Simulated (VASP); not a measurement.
# Sb2Pt (Geversite) (Pa-3) in VASP: settings compared

Aim: see how the results for Sb2Pt (Geversite) move with the level of theory and the settings. Levels: PBE, LDA, PBEsol. Tasks: relaxation of cell and atoms.

All numbers are computed with VASP 6.6.1; they aren't measurements. Logs are shortened: lines on timing, memory, paths and dates and some standing lists are left out, and cuts for length are marked.

**1. The structure**

The structure is cubic, space group Pa-3 (No. 205). The conventional cell has a = 6.544 Å, b = 6.544 Å, c = 6.544 Å, α = 90.00°, β = 90.00°, γ = 90.00°. Sb (site symmetry 3) is surrounded by 3 Pt at 2.71 Å and 1 Sb at 2.83 Å. Around Pt (site symmetry -3) lie 6 Sb at 2.71 Å.

**2. Relaxation of cell and atoms, PBE**

Contents of INCAR:

```
PREC = Accurate
ENCUT = 300
EDIFF = 1E-7
ISMEAR = 1
SIGMA = 0.1
LREAL = F
LASPH = T
NELM = 80
ALGO = Normal
ISIF = 3
LWAVE = F
LCHARG = F
GGA = PE
IBRION = 2
NSW = 90
EDIFFG = -0.005
```

Contents of KPOINTS:

```
regular mesh
0
Gamma
  3 3 3
```

Contents of POSCAR:

```
Sb2Pt                                   
1.0
    6.5437690509     -0.0000000000      0.0000000000
   -0.0000000000      6.5437690509     -0.0000000000
   -0.0000000000      0.0000000000      6.5437690509
  Sb              Pt            
     8     4
Direct
     0.3750209946120959    0.3750209946120959    0.3750209946120959
     0.1249790053879042    0.6249790053879042    0.8750209946120958
     0.8750209946120958    0.1249790053879042    0.6249790053879042
     0.6249790053879042    0.8750209946120958    0.1249790053879042
     0.6249790053879042    0.6249790053879042    0.6249790053879042
     0.8750209946120958    0.3750209946120959    0.1249790053879042
     0.1249790053879042    0.8750209946120958    0.3750209946120959
     0.3750209946120959    0.1249790053879042    0.8750209946120958
     0.0000000000000000    0.0000000000000000    0.0000000000000000
     0.5000000000000000    0.0000000000000000    0.5000000000000000
     0.5000000000000000    0.5000000000000000    0.0000000000000000
     0.0000000000000000    0.5000000000000000    0.5000000000000000
```

Potentials or basis: VASP PAW PBE potentials, release 64 (Sb, Pt).

Run with:

```sh
$ cat potpaw_PBE.64/Sb/POTCAR potpaw_PBE.64/Pt/POTCAR > POTCAR
$ mpirun -np 4 vasp_std > vasp.out
```

OUTCAR:

```text
PREC = Accurate
   ENCUT = 300
   EDIFF = 1E-7
   ISMEAR = 1
   LREAL = F
   LASPH = T
   NELM = 80
   ISIF = 3
   GGA = PE
   IBRION = 2
   NSW = 90
   EDIFFG = -0.005

 ion  position               nearest neighbor table
   1  0.375  0.375  0.375-  10 2.71  11 2.71  12 2.71   5 2.83   6 3.66   7 3.66   8 3.66   8 3.66
                             7 3.66   6 3.66
   2  0.125  0.625  0.875-   9 2.71  11 2.71  12 2.71   6 2.83   5 3.66   7 3.66   8 3.66   7 3.66
                             8 3.66   5 3.66
   3  0.875  0.125  0.625-   9 2.71  10 2.71  12 2.71   7 2.83   6 3.66   5 3.66   8 3.66   6 3.66
                             5 3.66   8 3.66
   4  0.625  0.875  0.125-   9 2.71  10 2.71  11 2.71   8 2.83   6 3.66   7 3.66   5 3.66   5 3.66
                             6 3.66   7 3.66
   5  0.625  0.625  0.625-  10 2.71  11 2.71  12 2.71   1 2.83   2 3.66   3 3.66   4 3.66   4 3.66
                             3 3.66   2 3.66
   6  0.875  0.375  0.125-   9 2.71  11 2.71  12 2.71   2 2.83   1 3.66   3 3.66   4 3.66   3 3.66
                             4 3.66   1 3.66
   7  0.125  0.875  0.375-   9 2.71  10 2.71  12 2.71   3 2.83   2 3.66   1 3.66   4 3.66   2 3.66
                             1 3.66   4 3.66
   8  0.375  0.125  0.875-   9 2.71  10 2.71  11 2.71   4 2.83   2 3.66   3 3.66   1 3.66   1 3.66
                             2 3.66   3 3.66
   9  0.000  0.000  0.000-   2 2.71   3 2.71   4 2.71   6 2.71   7 2.71   8 2.71
  10  0.500  0.000  0.500-   1 2.71   3 2.71   4 2.71   5 2.71   7 2.71   8 2.71
  11  0.500  0.500  0.000-   1 2.71   2 2.71   4 2.71   5 2.71   6 2.71   8 2.71
  12  0.000  0.500  0.500-   1 2.71   2 2.71   3 2.71   5 2.71   6 2.71   7 2.71

  LATTYP: Found a simple cubic cell.
 ALAT       =     6.5437690509

  Lattice vectors:

 A1 = (   6.5437690509,   0.0000000000,   0.0000000000)
 A2 = (   0.0000000000,   6.5437690509,   0.0000000000)
 A3 = (   0.0000000000,   0.0000000000,   6.5437690509)

Analysis of symmetry for initial positions (statically):
=====================================================================
 Subroutine PRICEL returns:
 Original cell was already a primitive cell.

 Routine SETGRP: Setting up the symmetry group for a
 simple cubic supercell.

 Subroutine GETGRP returns: Found 24 space group operations
 (whereof  6 operations were pure point group operations)
[... 195 lines left out ...]
      4.08972      4.08972      4.08972         0.003845      0.003845      0.003845
      5.72594      2.45405      0.81783        -0.003845     -0.003845      0.003845
      0.81783      5.72594      2.45405         0.003845     -0.003845     -0.003845
      2.45405      0.81783      5.72594        -0.003845      0.003845     -0.003845
      0.00000      0.00000      0.00000         0.000000     -0.000000     -0.000000
      3.27188      0.00000      3.27188         0.000000     -0.000000     -0.000000
      3.27188      3.27188      0.00000         0.000000     -0.000000     -0.000000
      0.00000      3.27188      3.27188         0.000000     -0.000000     -0.000000
 -----------------------------------------------------------------------------------
    total drift:                               -0.000000      0.000000     -0.000000

  FREE ENERGIE OF THE ION-ELECTRON SYSTEM (eV)
  ---------------------------------------------------
  free  energy   TOTEN  =       -63.0513403722 eV

  energy  without entropy=      -63.0433863854  energy(sigma->0) =      -63.04868904

--------------------------------------- Ionic step        2  -------------------------------------------

 number of electron      79.9999919 magnetization

 Free energy of the ion-electron system (eV)
  ---------------------------------------------------
  ext. energy  EPLUGINS =         0.00000000
  ---------------------------------------------------
  free energy    TOTEN  =       -63.05134450 eV

  energy without entropy =      -63.04341596  energy(sigma->0) =      -63.04870165

 E-fermi :   8.7223     XC(G=0): -10.7433

 val. band max:        8.6918943657   @ k =   0.3333   0.3333   0.0000
 cond. band min:       8.9687955682   @ k =   0.3333   0.3333   0.3333
 fundamental gap:      0.2769012025
 Fermi energy:         8.7222687908

 k-point     1 :       0.0000    0.0000    0.0000
  band No.  band energies     occupation
      1      -3.7353      2.00000
      2      -1.5881      2.00000
      3      -1.5881      2.00000
      4      -1.5881      2.00000
      5      -0.1654      2.00000
      6      -0.1654      2.00000
[... 193 lines left out ...]
     47      11.2084      0.00000
     48      11.5535      0.00000

------------------------ aborting loop because EDIFF is reached ----------------------------------------

  FORCE on cell =-STRESS in cart. coord.  units (eV):
  Direction    XX          YY          ZZ          XY          YZ          ZX
  --------------------------------------------------------------------------------------
  -------------------------------------------------------------------------------------
  Total       -0.0397450     -0.0397450     -0.0397450     -0.0000000     -0.0000000      0.0000000
  in kB       -0.2271677     -0.2271677     -0.2271677     -0.0000000     -0.0000000      0.0000000
  external PRESSURE =      -0.2271677 kB  Pullay stress =       0.0000000 kB

 VOLUME and BASIS-vectors are now :
 -----------------------------------------------------------------------------
  energy-cutoff  :      300.00
  volume of cell :      280.31
      direct lattice vectors                 reciprocal lattice vectors
     6.544584855  0.000000000  0.000000000     0.152798080  0.000000000  0.000000000
    -0.000000000  6.544584855  0.000000000    -0.000000000  0.152798080 -0.000000000
    -0.000000000  0.000000000  6.544584855    -0.000000000 -0.000000000  0.152798080

 POSITION                                       TOTAL-FORCE (eV/Angst)
 -----------------------------------------------------------------------------------
      2.45417      2.45417      2.45417        -0.000914     -0.000914     -0.000914
      0.81812      4.09041      5.72646         0.000914      0.000914     -0.000914
      5.72646      0.81812      4.09041        -0.000914      0.000914      0.000914
      4.09041      5.72646      0.81812         0.000914     -0.000914      0.000914
      4.09041      4.09041      4.09041         0.000914      0.000914      0.000914
      5.72646      2.45417      0.81812        -0.000914     -0.000914      0.000914
      0.81812      5.72646      2.45417         0.000914     -0.000914     -0.000914
      2.45417      0.81812      5.72646        -0.000914      0.000914     -0.000914
     -0.00000      6.54458      6.54458         0.000000     -0.000000      0.000000
      3.27229      6.54458      3.27229         0.000000     -0.000000      0.000000
      3.27229      3.27229      6.54458         0.000000     -0.000000      0.000000
     -0.00000      3.27229      3.27229         0.000000     -0.000000      0.000000
 -----------------------------------------------------------------------------------
    total drift:                                0.000000      0.000000     -0.000000

  FREE ENERGIE OF THE ION-ELECTRON SYSTEM (eV)
  ---------------------------------------------------
  free  energy   TOTEN  =       -63.0513445043 eV

  energy  without entropy=      -63.0434159559  energy(sigma->0) =      -63.04870165

 reached required accuracy - stopping structural energy minimisation
```

OSZICAR:

```text
N       E                     dE             d eps       ncg     rms          rms(c)
DAV:   1     0.355768566748E+03    0.35577E+03   -0.22427E+04   384   0.896E+02
DAV:   2    -0.396705714924E+02   -0.39544E+03   -0.37930E+03   456   0.208E+02
DAV:   3    -0.643515403881E+02   -0.24681E+02   -0.23946E+02   464   0.539E+01
[... 16 lines left out ...]
DAV:   3    -0.630513495142E+02    0.12870E-04   -0.45748E-05   432   0.381E-02    0.994E-03
DAV:   4    -0.630513460810E+02    0.34332E-05   -0.10407E-05   456   0.987E-03    0.365E-03
DAV:   5    -0.630513447471E+02    0.13339E-05   -0.17257E-06   440   0.689E-03    0.295E-03
DAV:   6    -0.630513444594E+02    0.28765E-06   -0.20957E-07   280   0.234E-03    0.902E-04
DAV:   7    -0.630513445043E+02   -0.44839E-07   -0.66361E-08   264   0.155E-03
   2 F= -.63051345E+02 E0= -.63048702E+02  d E =-.413211E-05
```

Wall time 18 s (4 MPI ranks of Intel Xeon Platinum 8488C (Sapphire Rapids), shared host); peak memory 0.14 GiB.

Results:

```
Free energy                            : -63.0513 eV
Relaxed volume                         : 23.36 Å³/atom
Relaxed cell                           : a = 6.545 Å, b = 6.545 Å, c = 6.545 Å, α = 90.00°, β = 90.00°, γ = 90.00°
Space group after relaxing (to 0.05 Å) : Pa-3 (No. 205)
Energy gained by relaxing              : 0.0 meV/atom
Ionic steps                            : 2
Pressure after relaxing                : 0.0 GPa
Band gap on the k mesh                 : none (metal or under the smearing width)
```

Final structure:
```
Sb Pt
1.0
     6.54458    0.00000    0.00000
     0.00000    6.54458    0.00000
     0.00000    0.00000    6.54458
Sb Pt
8 4
Cartesian
  2.4542 2.4542 2.4542
  0.8181 4.0904 5.7265
  5.7265 0.8181 4.0904
  4.0904 5.7265 0.8181
  4.0904 4.0904 4.0904
  5.7265 2.4542 0.8181
  0.8181 5.7265 2.4542
  2.4542 0.8181 5.7265
  0.0000 6.5446 6.5446
  3.2723 6.5446 3.2723
  3.2723 3.2723 6.5446
  0.0000 3.2723 3.2723
```

Levels at points of the mesh, in eV from the Fermi level:
```csv
k point,band 37,band 38,band 39,band 40,band 41,band 42,band 43,band 44
"(0.00, 0.00, 0.00)",-1.79,-0.54,-0.54,-0.54,-0.10,-0.10,-0.10,0.93
```

**3. Relaxation of cell and atoms, LDA**

This run uses another cell than the first one, of 22.28 Å³/atom, 0.954 times its volume.

Contents of INCAR:

```
PREC = Accurate
ENCUT = 600
EDIFF = 1E-6
ISMEAR = 1
SIGMA = 0.1
LREAL = False
LASPH = True
NELM = 80
ALGO = Normal
ISIF = 3
LWAVE = False
LCHARG = False
GGA = CA
IBRION = 2
NSW = 90
EDIFFG = -0.01
KPAR = 4
```

Contents of KPOINTS:

```
regular mesh
0
Gamma
  6 6 6
```

Contents of POSCAR:

```
Sb2Pt
1.0
    6.4423000000      0.0000000000      0.0000000000
    0.0000000000      6.4423000000      0.0000000000
    0.0000000000      0.0000000000      6.4423000000
Sb Pt
8 4
Direct
    0.3753000000      0.3753000000      0.3753000000
    0.1247000000      0.6247000000      0.8753000000
    0.8753000000      0.1247000000      0.6247000000
    0.6247000000      0.8753000000      0.1247000000
    0.6247000000      0.6247000000      0.6247000000
    0.8753000000      0.3753000000      0.1247000000
    0.1247000000      0.8753000000      0.3753000000
    0.3753000000      0.1247000000      0.8753000000
    0.0000000000      0.0000000000      0.0000000000
    0.5000000000      0.0000000000      0.5000000000
    0.5000000000      0.5000000000      0.0000000000
    0.0000000000      0.5000000000      0.5000000000
```

Potentials or basis: VASP PAW LDA potentials, release 64 (Sb, Pt).

Run with:

```sh
$ cat potpaw_LDA.64/Sb/POTCAR potpaw_LDA.64/Pt/POTCAR > POTCAR
$ mpirun -np 4 vasp_std > vasp.out
```

OUTCAR:

```text
PREC = Accurate
   ENCUT = 600
   EDIFF = 1E-6
   ISMEAR = 1
   LREAL = False
   LASPH = True
   NELM = 80
   ISIF = 3
   GGA = CA
   IBRION = 2
   NSW = 90
   EDIFFG = -0.01

 ion  position               nearest neighbor table
   1  0.375  0.375  0.375-  10 2.67  11 2.67  12 2.67   5 2.78   6 3.60   7 3.60   8 3.60   8 3.60
                             7 3.60   6 3.60
   2  0.125  0.625  0.875-   9 2.67  11 2.67  12 2.67   6 2.78   5 3.60   7 3.60   8 3.60   7 3.60
                             8 3.60   5 3.60
   3  0.875  0.125  0.625-   9 2.67  10 2.67  12 2.67   7 2.78   6 3.60   5 3.60   8 3.60   6 3.60
                             5 3.60   8 3.60
   4  0.625  0.875  0.125-   9 2.67  10 2.67  11 2.67   8 2.78   6 3.60   7 3.60   5 3.60   5 3.60
                             6 3.60   7 3.60
   5  0.625  0.625  0.625-  10 2.67  11 2.67  12 2.67   1 2.78   2 3.60   3 3.60   4 3.60   4 3.60
                             3 3.60   2 3.60
   6  0.875  0.375  0.125-   9 2.67  11 2.67  12 2.67   2 2.78   1 3.60   3 3.60   4 3.60   3 3.60
                             4 3.60   1 3.60
   7  0.125  0.875  0.375-   9 2.67  10 2.67  12 2.67   3 2.78   2 3.60   1 3.60   4 3.60   2 3.60
                             1 3.60   4 3.60
   8  0.375  0.125  0.875-   9 2.67  10 2.67  11 2.67   4 2.78   2 3.60   3 3.60   1 3.60   1 3.60
                             2 3.60   3 3.60
   9  0.000  0.000  0.000-   2 2.67   3 2.67   4 2.67   6 2.67   7 2.67   8 2.67
  10  0.500  0.000  0.500-   1 2.67   3 2.67   4 2.67   5 2.67   7 2.67   8 2.67
  11  0.500  0.500  0.000-   1 2.67   2 2.67   4 2.67   5 2.67   6 2.67   8 2.67
  12  0.000  0.500  0.500-   1 2.67   2 2.67   3 2.67   5 2.67   6 2.67   7 2.67

  LATTYP: Found a simple cubic cell.
 ALAT       =     6.4423000000

  Lattice vectors:

 A1 = (   6.4423000000,   0.0000000000,   0.0000000000)
 A2 = (   0.0000000000,   6.4423000000,   0.0000000000)
 A3 = (   0.0000000000,   0.0000000000,   6.4423000000)

Analysis of symmetry for initial positions (statically):
=====================================================================
 Subroutine PRICEL returns:
 Original cell was already a primitive cell.

 Routine SETGRP: Setting up the symmetry group for a
 simple cubic supercell.

 Subroutine GETGRP returns: Found 24 space group operations
 (whereof  6 operations were pure point group operations)
 out of a pool of 48 trial point group operations.

The static configuration has the point symmetry S_6 .
[... 152 lines left out ...]
   IMIX   =      4    mixing-type and parameters
     AMIX     =   0.40;   BMIX     =  1.00
     AMIX_MAG =   1.60;   BMIX_MAG =  1.00
  volume/ion in A,a.u.               =      22.28       150.36
  Fermi-wavevector in a.u.,A,eV,Ry     =   1.094957  2.069169 16.312456  1.198932
  Thomas-Fermi vector in A             =   2.231272
   LORBIT       =      0    0 simple, 1 ext, 2 COOP (PROOUT), +10 PAW based schemes
   GGA     = CA    functional components
   LHFCALC =     F    Hartree Fock is set to
   AEXX    =    0.0000 exact exchange contribution
   IVDW    =     0    specifies the selected vdW correction
   LEPSILON=     F    determine dielectric tensor
   LRPA    =     F    only Hartree local field effects (RPA)
 conjugate gradient relaxation of ions
 non-spin polarized calculation
 Methfessel and Paxton  Order N= 1 SIGMA  =   0.10
  energy-cutoff  :      600.00
  volume of cell :      267.38
 maximum number of plane-waves:      9008
 NGX is ok and might be reduce to    54
   NGX = 25   NGY = 25   NGZ = 25

--------------------------------------- Ionic step        1  -------------------------------------------

 number of electron      80.0000005 magnetization

 Free energy of the ion-electron system (eV)
  ---------------------------------------------------
  ext. energy  EPLUGINS =         0.00000000
  ---------------------------------------------------
  free energy    TOTEN  =       -74.68758275 eV

  energy without entropy =      -74.68682229  energy(sigma->0) =      -74.68732926

------------------------ aborting loop because EDIFF is reached ----------------------------------------

  FORCE on cell =-STRESS in cart. coord.  units (eV):
  Direction    XX          YY          ZZ          XY          YZ          ZX
  --------------------------------------------------------------------------------------
  -------------------------------------------------------------------------------------
  Total       -1.5029784     -1.5029784     -1.5029784      0.0000000      0.0000000      0.0000000
  in kB       -9.0061774     -9.0061774     -9.0061774      0.0000000      0.0000000      0.0000000
  external PRESSURE =      -9.0061774 kB  Pullay stress =       0.0000000 kB
[... 171 lines left out ...]
--------------------------------------- Ionic step        5  -------------------------------------------

 number of electron      80.0000004 magnetization

 Free energy of the ion-electron system (eV)
  ---------------------------------------------------
  ext. energy  EPLUGINS =         0.00000000
  ---------------------------------------------------
  free energy    TOTEN  =       -74.69776673 eV

  energy without entropy =      -74.69641673  energy(sigma->0) =      -74.69731673

 E-fermi :   9.3654     XC(G=0): -11.1855

 val. band max:        9.3509930381   @ k =   0.3333   0.3333   0.0000
 cond. band min:       9.4135655117   @ k =   0.1667   0.0000   0.0000
 fundamental gap:      0.0625724736
 Fermi energy:         9.3653714732

 k-point     1 :       0.0000    0.0000    0.0000
  band No.  band energies     occupation
      1      -3.5351      2.00000
      2      -1.2313      2.00000
      3      -1.2313      2.00000
      4      -1.2313      2.00000
      5       0.2579      2.00000
      6       0.2579      2.00000
[... 1252 lines left out ...]
  FREE ENERGIE OF THE ION-ELECTRON SYSTEM (eV)
  ---------------------------------------------------
  free  energy   TOTEN  =       -74.6977667304 eV

  energy  without entropy=      -74.6964167283  energy(sigma->0) =      -74.69731673

 reached required accuracy - stopping structural energy minimisation
```

Run time: 3.1 min. Hardware: 4 MPI ranks of AMD EPYC 9R45 (Zen 5), shared host; peak memory 0.5 GiB.

What came out:

| Quantity | Value |
| --- | --- |
| Free energy | -74.6978 eV |
| Relaxed volume | 22.12 Å³/atom |
| Relaxed cell | a = 6.426 Å, b = 6.426 Å, c = 6.426 Å, α = 90.00°, β = 90.00°, γ = 90.00° |
| Space group after relaxing (to 0.05 Å) | Pa-3 (No. 205) |
| Energy gained by relaxing | 0.8 meV/atom |
| Ionic steps | 5 |
| Pressure after relaxing | 0.0 GPa |
| Band gap on the k mesh | none (metal or under the smearing width) |

Forces in eV/Å, atoms in the order of the input:
```
Sb   0.002  0.002  0.002
Sb  -0.002 -0.002  0.002
Sb   0.002 -0.002 -0.002
Sb  -0.002  0.002 -0.002
Sb  -0.002 -0.002 -0.002
Sb   0.002  0.002 -0.002
Sb  -0.002  0.002  0.002
Sb   0.002 -0.002  0.002
Pt   0.000  0.000  0.000
Pt   0.000  0.000  0.000
Pt   0.000  0.000  0.000
Pt   0.000  0.000  0.000
```

Step by step:
| step | energy change (eV) | largest force (eV/Å) | pressure (GPa) | volume (Å³) |
| --- | --- | --- | --- | --- |
| 1 | 0.0000 | 0.1272 | -0.90 | 267.38 |
| 2 | 0.0026 | 0.0545 | 1.42 | 262.56 |
| 3 | -0.0078 | 0.0945 | 0.15 | 265.12 |
| 4 | -0.0101 | 0.0225 | 0.03 | 265.31 |
| 5 | -0.0102 | 0.0030 | 0.00 | 265.38 |

Final structure:
```
CELL_PARAMETERS angstrom
6.42626 0.00000 0.00000
0.00000 6.42626 0.00000
0.00000 0.00000 6.42626
ATOMIC_POSITIONS crystal
Sb 0.37447 0.37447 0.37447
Sb 0.12553 0.62553 0.87447
Sb 0.87447 0.12553 0.62553
Sb 0.62553 0.87447 0.12553
Sb 0.62553 0.62553 0.62553
Sb 0.87447 0.37447 0.12553
Sb 0.12553 0.87447 0.37447
Sb 0.37447 0.12553 0.87447
Pt 0.00000 0.00000 0.00000
Pt 0.50000 0.00000 0.50000
Pt 0.50000 0.50000 0.00000
Pt 0.00000 0.50000 0.50000
```

(Part 1 of 2 ends here.)
